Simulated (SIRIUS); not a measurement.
Wanted: the native input for a SIRIUS 7.12.0 run.

| Item | Value |
| --- | --- |
| Task | single point |
| Functional | WC |
| Potentials or basis | PseudoDojo 0.4.1 PBE standard (scalar relativistic) |
| Cutoff | 1152 eV |
| Density cutoff | 4606 eV |
| k mesh | 8 × 8 × 7 |
| Occupations | fermi-dirac, width 0.05 eV |
| Spin | no spin polarisation |
| Libxc names | ["XC_GGA_X_WC", "XC_GGA_C_PBE"] |
| Energy tol | 1e-08 Ha |
| Density tol | 1e-06 |
| Mixer | anderson |
| Mixing beta | 0.7 |
| Max scf | 100 |
| Radial cutoff for the potentials' integrals | 6.5 bohr |

The system is MgB2.

```xyz
3
Lattice="3.0850 0.0000 0.0000 -1.5425 2.6717 0.0000 0.0000 0.0000 3.5230" Properties=species:S:1:pos:R:3 pbc="T T T"
Mg    0.0000    0.0000    0.0000
B     1.5425    0.8906    1.7615
B     0.0000    1.7811    1.7615
```

These files were run (other wordings do the same):

sirius.json

```json
{
  "control": {
    "processing_unit": "cpu",
    "verbosity": 2,
    "num_bands_to_print": 15,
    "print_forces": true,
    "print_stress": true
  },
  "parameters": {
    "electronic_structure_method": "pseudopotential",
    "xc_functionals": ["XC_GGA_X_WC", "XC_GGA_C_PBE"],
    "gk_cutoff": 9.2,
    "pw_cutoff": 18.4,
    "ngridk": [8, 8, 7],
    "shiftk": [0, 0, 0],
    "smearing": "fermi_dirac",
    "smearing_width": 0.0018374661,
    "num_bands": 15,
    "num_mag_dims": 0,
    "num_dft_iter": 100,
    "energy_tol": 1e-08,
    "density_tol": 1e-06
  },
  "iterative_solver": {
    "type": "davidson",
    "min_tolerance": 1e-10
  },
  "mixer": {
    "type": "anderson",
    "beta": 0.7,
    "max_history": 8
  },
  "settings": {
    "tol_ne": 1e-10,
    "pseudo_grid_cutoff": 6.5
  },
  "unit_cell": {
    "lattice_vectors": [
      [5.829805094471, 0.0, 0.0],
      [-2.914902547235, 5.048759310971, 0.0],
      [0.0, 0.0, 6.657505137057]
    ],
    "atom_coordinate_units": "lattice",
    "atom_types": ["Mg", "B"],
    "atom_files": {
      "B": "B.json",
      "Mg": "Mg.json"
    },
    "atoms": {
      "Mg": [
        [0.0, 0.0, 0.0]
      ],
      "B": [
        [0.6666666667, 0.3333333333, 0.5],
        [0.3333333333, 0.6666666667, 0.5]
      ]
    }
  }
}
```

Potentials or basis: PseudoDojo 0.4.1 PBE standard (scalar relativistic).

Command:

```sh
$ upf_to_json B.upf
$ upf_to_json Mg.upf
$ OMP_NUM_THREADS=1 sirius.scf --input=sirius.json --output=out.json --task=0
```

Results of the run:

The pressure is -1.9 GPa and the band gap on the k mesh is none (metal or under the smearing width).

Caveat: the potentials were made for another functional, which shifts forces and pressure.

Run time: 32 s on 1 thread of Intel(R) Xeon(R) Platinum 8488C (Sapphire Rapids), on a shared host, peak memory 0.23 GiB.
